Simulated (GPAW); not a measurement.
Set up this calculation in GPAW 26.7.0, as an ASE script.

* Task: band structure
* Functional: LDA
* Potentials or basis: the program's PAW data sets (release 1.2.1) made for this functional
* Cutoff: 600 eV
* Basis: pw
* k mesh: 7 × 7 × 7
* Occupations: fermi-dirac, width 0.05 eV
* Spin: no spin polarisation
* Maxiter: 150
* Band path: GYTZGXA1Y,TX1,XAZ,LG
* Band points: 100

Crystal: TiSi2.

```
CELL_PARAMETERS angstrom
0.00000 4.11752 4.26290
2.38951 0.00000 4.26290
2.38951 4.11752 0.00000
ATOMIC_POSITIONS crystal
Ti 0.75000 0.75000 0.75000
Ti 0.50000 0.50000 0.50000
Si 0.41257 0.08743 0.41257
Si 0.08743 0.41257 0.08743
Si 0.16257 0.83743 0.16257
Si 0.83743 0.16257 0.83743
```

The cell is a database's computed one.

The input as run:

run.py

```python
from ase import Atoms
from ase.dft.bandgap import bandgap
from ase.io import write
from ase.units import GPa
from gpaw import GPAW, PW

atoms = Atoms(['Ti', 'Ti', 'Si', 'Si', 'Si', 'Si'],
              cell=[[0.0, 4.1175163063, 4.2628978354],
                    [2.3895119538, 0.0, 4.2628978354],
                    [2.3895119538, 4.1175163063, 0.0]],
              scaled_positions=[[0.75, 0.75, 0.75],
                                [0.5, 0.5, 0.5],
                                [0.41256561, 0.08743439, 0.41256561],
                                [0.08743439, 0.41256561, 0.08743439],
                                [0.16256561, 0.83743439, 0.16256561],
                                [0.83743439, 0.16256561, 0.83743439]],
              pbc=True)

calc = GPAW(mode=PW(600),
            xc='LDA',
            kpts={'size': (7, 7, 7), 'gamma': True},
            occupations={'name': 'fermi-dirac', 'width': 0.05},
            nbands=38,
            convergence={'density': 1e-05, 'energy': 1e-05},
            maxiter=150,
            txt='gpaw.txt')
atoms.calc = calc
energy = atoms.get_potential_energy()
forces = atoms.get_forces()
stress = atoms.get_stress()
calc.write('gs.gpw')
write('result.traj', atoms)
print(f'Energy: {energy:.6f} eV')
print('Forces (eV/A):')
print(forces.round(4))
print('Stress (GPa):', (stress / GPa).round(3))
print('Fermi level:', round(calc.get_fermi_level(), 4), 'eV')
print(f'Gap: {bandgap(calc)[0]:.4f} eV, direct: {bandgap(calc, direct=True)[0]:.4f} eV')

path = atoms.cell.bandpath('GYTZGXA1Y,TX1,XAZ,LG', npoints=100, eps=1e-4)
bs_calc = calc.fixed_density(kpts=path, symmetry='off', nbands=57,
                             convergence={'bands': 'CBM+6.0', 'eigenstates': 1e-6}, txt='bands.txt')
bs = bs_calc.band_structure()
bs.write('bs.json')
print(f'Gap on the path: {bandgap(bs_calc)[0]:.4f} eV')
```

Potentials or basis: the program's PAW data sets (release 1.2.1) made for this functional, pw.

The run is started by

```bash
$ OMP_NUM_THREADS=1 python run.py
```

It gave:

| Item | Value |
| --- | --- |
| Pressure | -4.7 GPa |
| Largest force | 0.063 eV/Å |
| Band gap along the path | none (metal or under the smearing width) |

Wall time 7.7 min on 1 thread of Arm Neoverse V2, with other jobs on the host, peak memory 0.74 GiB.
